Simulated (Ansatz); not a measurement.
# TePb (Pm-3m) in Ansatz: further runs

One crystal, TePb, is run at these levels: r2SCAN; tasks: single point, equation of state.

Program: Ansatz 0.2.0. These are calculated values, not measurements. Logs are shortened: lines on timing, memory, paths and dates and some standing lists are left out, and cuts for length are marked.

### 1 Starting point

Symmetry: Pm-3m, No. 221, cubic system. The conventional cell has a = 4.002 Å, b = 4.002 Å, c = 4.002 Å, α = 90.00°, β = 90.00°, γ = 90.00°. Pb (site symmetry m-3m) is surrounded by 8 Te at 3.47 Å. Te (site symmetry m-3m) is surrounded by 8 Pb at 3.47 Å.

Measurements of this composition are mostly on another form, of space group No. 225.

### 2 Single point, r2SCAN, 30.13 Å³/atom (volume scaled by 0.94)

Contents of input.yaml:

```yaml
crystal:
  lattice:
    - [3.9205847483, 0.0, 0.0]
    - [0.0, 3.9205847483, 0.0]
    - [0.0, 0.0, 3.9205847483]
  atoms:
    - { symbol: Pb, position: [0.0, 0.0, 0.0] }
    - { symbol: Te, position: [0.5, 0.5, 0.5] }
hamiltonian:
  xc: r2scan
  pseudopotentials: { kind: paw }
kpoints:
  mp_grid: { grid: [7, 7, 7] }
scf:
  occupations: { method: fermi_dirac, width: 0.05 }
output:
  forces: true
  stress: true
  eigenvalues: true
```

Potentials or basis: Ansatz PAW.

Run with:

```
$ ansatz run input.yaml --threads 2 --pin off --max-ram 5632MiB --backend cpu --events-out ev --progress --plain --runs-dir out
```

Log:

```text
Warning: RAYON_NUM_THREADS=2 ignored (pool sized by the plan → 2); use --threads N
Engine: ansatz 0.2.0, x86_64-unknown-linux-gnu
Pseudopotentials: kind: paw
Pseudopotential: Pb, paw, valence charge 14, recommended cutoff 500 eV (meta_gga), Pb.paw.azcp
Pseudopotential: Te, paw, valence charge 16, recommended cutoff 500 eV (meta_gga), Te.paw.azcp
Functional definition: r2SCAN
  parameter k0 = 0.174
  parameter k1 = 0.065
  parameter a1 = 4.9479
  exchange = r2scan_x(k0 = k0, k1 = k1, a1 = a1)
  correlation = r2scan_c
Crystal: 2 atoms, lattice volume = 60.263 Å³
Basis set: ecut = 500 eV, 1551 PW (Γ), exchange–correlation on 120×120×120 points (64 copies of the dense FFT grid, shifted against one another)
Bands: 19, of which v1, the nominal top of the filled ones, is band 15 counted from 1 (14 counted from 0)
Symmetry: 48 space group operations
Space group: Pm-3m (ITA 221), of the structure as read, at distance tolerance 3.9e-5 Å
k-points: 20 of 343
Non-local potential: Pb, projectors of the file, l = 0: 2, l = 1: 2, l = 2: 2, l = 3: 2
Non-local potential: Te, projectors of the file, l = 0: 2, l = 1: 2, l = 2: 2, l = 3: 2
PAW form: soft (Blöchl's): semilocal exchange-correlation on the pseudo side does not see the compensation charge
PAW frozen core: Pb, regenerated for the run's functional (the file was generated under x = pbe(κ = 0.804, μ = 0.2195149727645171), c = pbe(β = 0.06672455060314922))
PAW frozen core: Te, regenerated for the run's functional (the file was generated under x = pbe(κ = 0.804, μ = 0.2195149727645171), c = pbe(β = 0.06672455060314922))
PAW one-centre angular grid: Pb, 590 points (default); XC on 160 Gauss nodes
PAW one-centre angular grid: Te, 590 points (default); XC on 160 Gauss nodes
Initial density: superposition of atomic densities (neutral atoms: chi_scale 0, normalization atom), corrected by the library's trained network
Initial wavefunctions: pseudopotential atomic-orbital guess
Functional: x = r2scan, c = r2scan; τ floored in thin density (d = 2e-4 eV/Å³)
SCF iter   1: F=—  HF=-18916.095926 eV  |F-HF|=—  |Δ(HF+E_count)|=         —  Δρ=5.93e-3  dr2=3.19e-2  dr2_τ=1.48e-3  ethr=1.77e-3  ⟨swp⟩=6.6  Hψ=2003  notcnv=0
preconditioner: auto → Resta (q_TF=auto, 2.429 Å⁻¹)  ε∞=2.9  [insulator: Δε(μ)=0.154 eV  Ē_g=15.661 eV  σ=0.050 eV  W_gap=0.61  n_scr=18 (ndim 8)  ℏωp=21.4 eV  f_vac=0.000  D(μ)=1.06/eV (n_scr^D=6)  ε∞_Penn≈2.9]
SCF iter   2: F=—  HF=-18916.102583 eV  |F-HF|=—  |Δ(HF+E_count)|=   6.66e-3  Δρ=2.63e-3  dr2=6.06e-3  dr2_τ=1.36e-4  ethr=1.06e-4  ⟨swp⟩=2.1  Hψ=729  notcnv=0
SCF iter   3: F=—  HF=-18916.102477 eV  |F-HF|=—  |Δ(HF+E_count)|=   1.06e-4  Δρ=5.14e-4  dr2=9.38e-5  dr2_τ=8.89e-6  ethr=2.02e-5  ⟨swp⟩=2.9  Hψ=583  notcnv=0
SCF iter   4: F=—  HF=-18916.102576 eV  |F-HF|=—  |Δ(HF+E_count)|=   9.89e-5  Δρ=1.98e-4  dr2=1.57e-5  dr2_τ=3.61e-7  ethr=3.13e-7  ⟨swp⟩=2.0  Hψ=496  notcnv=0
SCF iter   5: F=—  HF=-18916.102594 eV  |F-HF|=—  |Δ(HF+E_count)|=   1.76e-5  Δρ=2.30e-5  dr2=2.25e-7  dr2_τ=8.47e-9  ethr=5.24e-8  ⟨swp⟩=2.4  Hψ=552  notcnv=0
SCF iter   6: F=-18916.102594 eV  HF=-18916.102594 eV  |F-HF|=1.10e-8  |Δ(HF+E_count)|=   1.46e-7  Δρ=6.19e-6  dr2=1.80e-8  dr2_τ=3.99e-10  ethr=3.33e-10  ⟨swp⟩=7.1  Hψ=2009  notcnv=0
SCF 1 converged in 6 iterations: F = -18916.102594 eV  dr2 = 1.80e-8
SCF converged after 6 iterations
Free energy (F): -18916.102594 eV
Harris-Foulkes:  -18916.102594 eV  (|F-HF|=1.10e-8)
Internal energy: -18916.091218 eV  (E = F + TS)
E sigma→0 (E₀):  -18916.096906 eV
Entropy (-TS):   -0.011376 eV (-5.688 meV/atom)
Fermi energy:    10.446164 eV
--- Per-component energies (eV) ---
  E_band       = -289.133400
  E_kinetic    = 468.245655
  E_local      = -2111.111902  (includes V_loc(G=0)·N_el)
  E_nonlocal   = 40.393980
  E_hartree    = 1142.543876
  E_xc         = -324.404944
  E_vxc        = -257.587627  (∫ρ·V_xc dr)
  E_paw        = -15118.117506  (= ΣΔE_a)
  E_vpaw       = -731.355023  (= ΣTr[D̂ρ^β])
  E_aug_tail   = -0.000016  (compensation charges beyond the density's cutoff)
  E_vtau       = 17.201224  (kinetic-family band-sum trace: ∫τ·v_τ [+ j·A + Jᵃ·Aᵃ] dr)
  E_ewald      = -3014.890718
  E_core_change = 1.250358  (= ΣΔE_core)
  E_smearing   = -0.011376  (= −TS)
  E_closure    = 0.000000  (closes the sum)
  Σ components = -18916.102594   (vs F -18916.102594, Δ=0.00e0)
--- Forces (eV/Å), atoms counted from 1 ---
  atom   1  Pb    -0.00000000     0.00000000     0.00000000
  atom   2  Te    -0.00000000     0.00000000    -0.00000000
  max |Σ_I F_I| component: 7.89e-30 eV/Å
--- Stress (GPa, compression-positive) ---
        2.848667      -0.000000       0.000000
       -0.000000       2.848667      -0.000000
        0.000000      -0.000000       2.848667
  P = ⅓ Tr σ = 2.8487 GPa (28.487 kbar)
--- Band table (eV; the first three rows and the last of 20) ---
  k-point 0: bands = ["-26.6843", "-26.6843", "-26.6825", "-26.6825", "-26.6825", "-7.4680", "-7.4680", "-7.3638", "-7.3638", "-7.3638", "-2.5931", "3.7653", "8.6304", "8.6304", "8.6304", "14.8441", "14.8441", "16.4139", "16.4139"]
  k-point 1: bands = ["-26.6842", "-26.6832", "-26.6827", "-26.6827", "-26.6824", "-7.4672", "-7.4521", "-7.3701", "-7.3701", "-7.3633", "-2.4079", "3.3102", "8.5806", "8.8350", "8.8350", "14.9623", "14.9971", "15.7894", "15.7894"]
  k-point 2: bands = ["-26.6842", "-26.6833", "-26.6833", "-26.6824", "-26.6807", "-7.4654", "-7.4166", "-7.3843", "-7.3843", "-7.3624", "-1.8780", "2.1954", "8.8342", "9.4034", "9.4034", "13.1001", "14.4172", "14.4172", "15.4407"]
  k-point 19: bands = ["-26.6852", "-26.6851", "-26.6851", "-26.6757", "-26.6757", "-7.4328", "-7.4301", "-7.4301", "-7.3367", "-7.3367", "0.2888", "2.9132", "7.2005", "7.4913", "7.4913", "9.8024", "9.8024", "10.6528", "23.7401"]
```

Wall time 0.83 s (2 threads of AMD EPYC 9R45 (Zen 5), shared host); peak memory 0.49 GiB.

Results:

```yaml
Free_energy: -18916.1026 eV
Pressure: 2.8 GPa
Band_gap_on_the_k_mesh: none (metal or under the smearing width)
```

Caveat: the PAW data sets come from PBE, with cores solved anew for the run's functional, which leaves a small shift of forces and pressure.

### 3 Single point, r2SCAN, 30.77 Å³/atom (volume scaled by 0.96)

input.yaml, as its differences from that of step 2:

```diff
@@ -2,5 +2,5 @@
   lattice:
-    - [3.9205847483, 0.0, 0.0]
-    - [0.0, 3.9205847483, 0.0]
-    - [0.0, 0.0, 3.9205847483]
+    - [3.9481954097, 0.0, 0.0]
+    - [0.0, 3.9481954097, 0.0]
+    - [0.0, 0.0, 3.9481954097]
   atoms:
@@ -19 +19,5 @@
   eigenvalues: true
+  write_density: true
+  write_potential: true
+  elf: true
+  volumetric_format: npy
```

Potentials or basis: Ansatz PAW.

Run with:

```
$ ansatz run input.yaml --threads 2 --pin off --max-ram 5632MiB --backend cpu --events-out ev --progress --plain --runs-dir out
```

Run time: 1 s. Hardware: 2 threads of AMD EPYC 9R45 (Zen 5), shared host; peak memory 0.49 GiB.

Results (log left out):

* Free energy: -18916.1208 eV
* Pressure: 1.7 GPa
* Band gap on the k mesh: none (metal or under the smearing width)

Caveat: the PAW data sets come from PBE, with cores solved anew for the run's functional, which leaves a small shift of forces and pressure.

### 4 Single point, r2SCAN, 31.41 Å³/atom (volume scaled by 0.98)

Contents of input.yaml:

```yaml
crystal:
  lattice:
    - [3.9754252041, 0.0, 0.0]
    - [0.0, 3.9754252041, 0.0]
    - [0.0, 0.0, 3.9754252041]
  atoms:
    - { symbol: Pb, position: [0.0, 0.0, 0.0] }
    - { symbol: Te, position: [0.5, 0.5, 0.5] }
hamiltonian:
  xc: r2scan
  pseudopotentials: { kind: paw }
kpoints:
  mp_grid: { grid: [7, 7, 7] }
scf:
  occupations: { method: fermi_dirac, width: 0.05 }
output:
  forces: true
  stress: true
  eigenvalues: true
```

Run with:

```
$ ansatz run input.yaml --threads 2 --pin off --max-ram 5632MiB --backend cpu --events-out ev --progress --plain --runs-dir out
```

Run time: 0.8 s. Hardware: 2 threads of AMD EPYC 9R45 (Zen 5), shared host; peak memory 0.49 GiB.

It converged, with:

```yaml
Free_energy: -18916.1305 eV
Pressure: 0.7 GPa
Band_gap_on_the_k_mesh: none (metal or under the smearing width)
```

Caveat: the PAW data sets come from PBE, with cores solved anew for the run's functional, which leaves a small shift of forces and pressure.

### 5 Single point, r2SCAN, 32.05 Å³/atom

input.yaml, as its differences from that of step 4:

```diff
@@ -2,5 +2,5 @@
   lattice:
-    - [3.9754252041, 0.0, 0.0]
-    - [0.0, 3.9754252041, 0.0]
-    - [0.0, 0.0, 3.9754252041]
+    - [4.002287, 0.0, 0.0]
+    - [0.0, 4.002287, 0.0]
+    - [0.0, 0.0, 4.002287]
   atoms:
@@ -19 +19,5 @@
   eigenvalues: true
+  write_density: true
+  write_potential: true
+  elf: true
+  volumetric_format: npy
```

Run with:

```
$ ansatz run input.yaml --threads 2 --pin off --max-ram 5632MiB --backend cpu --events-out ev --progress --plain --runs-dir out
```

It took 1 s on 2 threads of AMD EPYC 9R45 (Zen 5), shared host; peak memory 0.49 GiB.

It converged, with:

* Free energy: -18916.1324 eV
* Pressure: -0.2 GPa
* Band gap on the k mesh: none (metal or under the smearing width)

Caveat: the PAW data sets come from PBE, with cores solved anew for the run's functional, which leaves a small shift of forces and pressure.

### 6 Single point, r2SCAN, 32.70 Å³/atom (volume scaled by 1.02)

input.yaml, as its differences from that of step 5:

```diff
@@ -2,5 +2,5 @@
   lattice:
-    - [4.002287, 0.0, 0.0]
-    - [0.0, 4.002287, 0.0]
-    - [0.0, 0.0, 4.002287]
+    - [4.0287929844, 0.0, 0.0]
+    - [0.0, 4.0287929844, 0.0]
+    - [0.0, 0.0, 4.0287929844]
   atoms:
@@ -19,5 +19 @@
   eigenvalues: true
-  write_density: true
-  write_potential: true
-  elf: true
-  volumetric_format: npy
```

Potentials or basis: Ansatz PAW.

Run with:

```
$ ansatz run input.yaml --threads 2 --pin off --max-ram 5632MiB --backend cpu --events-out ev --progress --plain --runs-dir out
```

Wall time 0.86 s (2 threads of AMD EPYC 9R45 (Zen 5), shared host); peak memory 0.49 GiB.

Results (log left out):

| Item | Value |
| --- | --- |
| Free energy | -18916.1272 eV |
| Pressure | -1.1 GPa |
| Band gap on the k mesh | none (metal or under the smearing width) |

Caveat: the PAW data sets come from PBE, with cores solved anew for the run's functional, which leaves a small shift of forces and pressure.

### 7 Single point, r2SCAN, 33.34 Å³/atom (volume scaled by 1.04)

input.yaml, as its differences from that of step 6:

```diff
@@ -2,5 +2,5 @@
   lattice:
-    - [4.0287929844, 0.0, 0.0]
-    - [0.0, 4.0287929844, 0.0]
-    - [0.0, 0.0, 4.0287929844]
+    - [4.0549547108, 0.0, 0.0]
+    - [0.0, 4.0549547108, 0.0]
+    - [0.0, 0.0, 4.0549547108]
   atoms:
```

Run with:

```
$ ansatz run input.yaml --threads 2 --pin off --max-ram 5632MiB --backend cpu --events-out ev --progress --plain --runs-dir out
```

Wall time 0.87 s (2 threads of AMD EPYC 9R45 (Zen 5), shared host); peak memory 0.48 GiB.

Results (log left out):

```
Free energy            : -18916.1156 eV
Pressure               : -1.8 GPa
Band gap on the k mesh : none (metal or under the smearing width)
```

Caveat: the PAW data sets come from PBE, with cores solved anew for the run's functional, which leaves a small shift of forces and pressure.

### 8 Single point, r2SCAN, 33.98 Å³/atom (volume scaled by 1.06)

input.yaml, as its differences from that of step 7:

```diff
@@ -2,5 +2,5 @@
   lattice:
-    - [4.0549547108, 0.0, 0.0]
-    - [0.0, 4.0549547108, 0.0]
-    - [0.0, 0.0, 4.0549547108]
+    - [4.0807831442, 0.0, 0.0]
+    - [0.0, 4.0807831442, 0.0]
+    - [0.0, 0.0, 4.0807831442]
   atoms:
```

Run with:

```
$ ansatz run input.yaml --threads 2 --pin off --max-ram 5632MiB --backend cpu --events-out ev --progress --plain --runs-dir out
```

It took 0.81 s on 2 threads of AMD EPYC 9R45 (Zen 5), shared host; peak memory 0.5 GiB.

Results (log left out):

* Free energy: -18916.0983 eV
* Pressure: -2.5 GPa
* Band gap on the k mesh: none (metal or under the smearing width)

Caveat: the PAW data sets come from PBE, with cores solved anew for the run's functional, which leaves a small shift of forces and pressure.

### 9 Equation of state, r2SCAN

Potentials or basis: Ansatz PAW.

No new run: the results of the series are fitted here.

What came out:

| Property | Result |
| --- | --- |
| Equilibrium volume | 31.89 Å³/atom |
| Bulk modulus | 45 GPa |
| Pressure derivative of the bulk modulus | 4.0 |

Energy against volume, from the lowest point:
```csv
volume (Å³/atom),energy (meV/atom)
30.132,14.89
30.773,5.77
31.414,0.93
32.055,0.00
32.696,2.61
33.337,8.40
33.978,17.07
```

Caveat: the PAW data sets were made with another functional, which shifts forces and pressure a little.
